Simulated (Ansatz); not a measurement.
# Bi2Te3: stress in a strained cell

Aim: deform Bi2Te3 (zz strain of -1 %) and compute stress, forces and field gradients with LAPW, PAW and all-electron datasets made for the crystal.

Computed with Ansatz 0.2.0 (DFT PBE, scalar-relativistic, unless a step's input says otherwise).

**1. The structure to begin with**

It takes space group R-3m (No. 166, trigonal). Conventional cell: a = 4.386 Å, b = 4.386 Å, c = 30.497 Å, α = 90.00°, β = 90.00°, γ = 120.00°. Bi (site symmetry 3m) has 6 Te at 3.07 to 3.25 Å as nearest neighbours. Te (site symmetry -3m) is surrounded by 6 Bi at 3.25 Å. Te (site symmetry 3m) has 3 Bi at 3.07 Å as nearest neighbours.

As a file:

```
Bi Te
1.0
     2.19300    1.26613   10.16567
    -2.19300    1.26613   10.16567
     0.00000   -2.53226   10.16567
Bi Te
2 3
Direct
  0.40000 0.40000 0.40000
  0.60000 0.60000 0.60000
  0.00000 0.00000 0.00000
  0.20950 0.20950 0.20950
  0.79050 0.79050 0.79050
```

Atoms are numbered in the order of the input: Bi1, Bi2, Te3, Te4, Te5.

**2. After the deformation**

Space group R-3m before, R-3m after.

**3. Full-potential LAPW**

Contents of input.yaml:

```yaml
crystal:
  lattice:
    - [2.1930005584, 1.2661294627, 10.0640133]
    - [-2.1930005584, 1.2661294627, 10.0640133]
    - [0.0, -2.5322589254, 10.0640133]
  atoms:
    - { symbol: Bi, position: [0.4, 0.4, 0.4] }
    - { symbol: Bi, position: [0.6, 0.6, 0.6] }
    - { symbol: Te, position: [0.0, 0.0, 0.0] }
    - { symbol: Te, position: [0.2095, 0.2095, 0.2095] }
    - { symbol: Te, position: [0.7905, 0.7905, 0.7905] }
kpoints:
  mp_grid: { grid: [7, 7, 7] }
  band_path:
    path:
      - [0.0, 0.0, 0.0]
      - [0.5, 0.5, 0.5]
      - [0.8227816301, 0.1772183699, 0.5]
      - [0.5, -0.1772183699, 0.1772183699]
      - [0.5, 0.0, 0.0]
      - [0.0, 0.0, 0.0]
      - [0.3386091849, -0.3386091849, 0.0]
      - [0.6613908151, 0.0, 0.3386091849]
      - [0.5, 0.0, 0.5]
    npoints: 5
scf:
  occupations: { method: fermi_dirac, width: 0.08 }
hamiltonian:
  xc: pbe
  pseudopotentials: { kind: all_electron, lapw: { basis_error: 0.001 } }
output:
  forces: true
  stress: true
  eigenvalues: true
```

Run with:

```
> ansatz run input.yaml --threads 2 --pin off --max-ram 6144MiB --backend cpu --events-out ev --progress --plain --runs-dir out
```

**4. PAW on the default files**

Contents of input.yaml:

```yaml
crystal:
  lattice:
    - [2.1930005584, 1.2661294627, 10.0640133]
    - [-2.1930005584, 1.2661294627, 10.0640133]
    - [0.0, -2.5322589254, 10.0640133]
  atoms:
    - { symbol: Bi, position: [0.4, 0.4, 0.4] }
    - { symbol: Bi, position: [0.6, 0.6, 0.6] }
    - { symbol: Te, position: [0.0, 0.0, 0.0] }
    - { symbol: Te, position: [0.2095, 0.2095, 0.2095] }
    - { symbol: Te, position: [0.7905, 0.7905, 0.7905] }
kpoints:
  mp_grid: { grid: [7, 7, 7] }
scf:
  occupations: { method: fermi_dirac, width: 0.08 }
hamiltonian:
  xc: pbe
  pseudopotentials: { kind: paw }
output:
  forces: true
  stress: true
  eigenvalues: true
  efg: { contact_densities: true }
```

**5. All-electron PAW on datasets made for the crystal**

input.yaml: that of step 4 with these lines changed.

```diff
@@ -17,3 +17,3 @@
   xc: pbe
-  pseudopotentials: { kind: paw }
+  pseudopotentials: { kind: all_electron, datasets: crystal }
 output:
```

(Steps that only read results are left out.)

What does the calculation give? Wanted: pressure; largest shear or deviatoric stress.

As calculated:

| quantity | value |
| --- | --- |
| pressure | LAPW 2.51, PAW 2.50, crystal datasets 2.51 GPa |
| largest shear or deviatoric stress (LAPW) | 0.10 GPa |

The largest part of the stress beyond the pressure is 0.10 GPa in size, in the zz component; the atoms are carried along and not relaxed. No run of the undeformed cell stands beside it, so the pressure holds what the given cell had before the change. PAW: stress within 0.02 GPa of LAPW, forces within 1 meV/Å. Crystal datasets: stress within 0.01 GPa of LAPW, forces within 1 meV/Å. Spin-orbit coupling is left out, though the cell holds Bi; in elements this heavy it can shift bands and gaps by tenths of an eV.
